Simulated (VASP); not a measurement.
Wanted: the native input for a VASP 6.6.1 run.

```
Task                   : dielectric tensor
Functional             : LDA
Potentials or basis    : VASP PAW LDA potentials, release 64 (Ga_d, O)
Cutoff                 : 520 eV
k mesh                 : 4 × 4 × 4
Occupations            : fermi-dirac, width 0.05 eV
Spin                   : no spin polarisation
Further INCAR settings : ALGO = Fast; EDIFF = 1e-08
```

The structure of Ga2O3 lies in POSCAR:

```
Ga2O3
1.0
    2.8769363900      0.0000000000      4.4776666700
   -1.4384682000      2.4915000000      4.4776666700
   -1.4384682000     -2.4915000000      4.4776666700
Ga O
4 6
Direct
    0.3554000000      0.3554000000      0.3554000000
    0.1446000000      0.1446000000      0.1446000000
    0.6446000000      0.6446000000      0.6446000000
    0.8554000000      0.8554000000      0.8554000000
    0.5549000000     -0.0549000000      0.2500000000
   -0.0549000000      0.2500000000      0.5549000000
    0.2500000000      0.5549000000     -0.0549000000
    0.4451000000      1.0549000000      0.7500000000
    1.0549000000      0.7500000000      0.4451000000
    0.7500000000      0.4451000000      1.0549000000
```

The cell was built by a generator and needn't be a form met in nature.

One way to write it, as run:

INCAR

```
PREC     = Accurate       # precision mode
ENCUT    = 520            # plane-wave cutoff, eV
EDIFF    = 1E-8           # SCF threshold, eV
ISMEAR   = -1             # smearing method
SIGMA    = 0.05           # smearing width, eV
LREAL    = F              # projectors in reciprocal space
LASPH    = T              # aspherical terms in the spheres
NELM     = 100            # most SCF steps
ALGO     = Fast           # electronic algorithm
ISIF     = 2              # what is computed and relaxed
LWAVE    = F              # write WAVECAR
LCHARG   = F              # write CHGCAR
GGA      = CA             # functional
LEPSILON = T              # dielectric tensor by DFPT
```

KPOINTS

```
Automatic mesh
0
Gamma
  4 4 4
```

Potentials or basis: VASP PAW LDA potentials, release 64 (Ga_d, O).

Command:

```sh
$ cat potpaw_LDA.64/Ga_d/POTCAR potpaw_LDA.64/O/POTCAR > POTCAR
$ mpirun -np 1 vasp_std > vasp.out
```

It gave:

The band gap on the k mesh is 2.85 eV, indirect (least direct gap 3.08 eV), the electronic dielectric tensor (diagonal) is 4.39, 4.39, 4.29 and the born charges (mean of the diagonal) is Ga +3.26; O -2.17 e.

It took 8.3 min on 1 thread of Intel(R) Xeon(R) 6975P-C (Granite Rapids), on a shared host, peak memory 0.44 GiB.
